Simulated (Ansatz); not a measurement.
**In₂O₃, one structure, two calculations**

Cell: a COD entry, ions relaxed with PBE at fixed cell.

Space group R-3c:H (No. 167); a = 5.4870, c = 14.5100 Å, γ = 120.00°.

| site | Wyckoff | site symmetry | x | y | z |
| --- | --- | --- | --- | --- | --- |
| In | 12c | 3. | 0.0000 | 0.0000 | 0.8579 |
| O | 18e | .2 | 0.9626 | 0.3333 | 0.0833 |

One atom of each set is listed; the run and its k-mesh use a cell of 10 atoms with edges of 5.78, 5.78, 5.78 Å.

First run. Computed with Ansatz: DFT, PBE, plane waves and PAW, scalar-relativistic, 420 eV cutoff, Γ-centred 7×7×7 k-points, Fermi–Dirac smearing 0.02 eV.

| site | V_zz (10²¹ V/m²) | η |
| --- | --- | --- |
| In | 4.81 | 0.00 |
| O | -4.41 | 0.56 |

Second run. The same atoms and settings, except that the functional is PBEsol.

(1) What does the second run give?

Results:

(1) 

```json
{"site": "In", "V_zz": "4.81", "η": "0.00", "change of V_zz": "0.00"}
{"site": "O", "V_zz": "-4.37", "η": "0.56", "change of V_zz": "+0.04"}
```

The largest change of V_zz is on O, from -4.41 to -4.37. In per cent, |V_zz| changes by 0 on In, -1 on O (all sites that start above 0.5).

For the first run: At this cell the PBE pressure is 8 GPa, so with PBE the cell would grow if it were relaxed. Without spin–orbit coupling (the program notes it for In) the gradients are little affected as a rule: paired runs on crystals with a gap mostly move them by under 2 % at such atoms.
For the second run: Without spin–orbit coupling (the program notes it for In) the gradients can shift somewhat, as the gap is small.
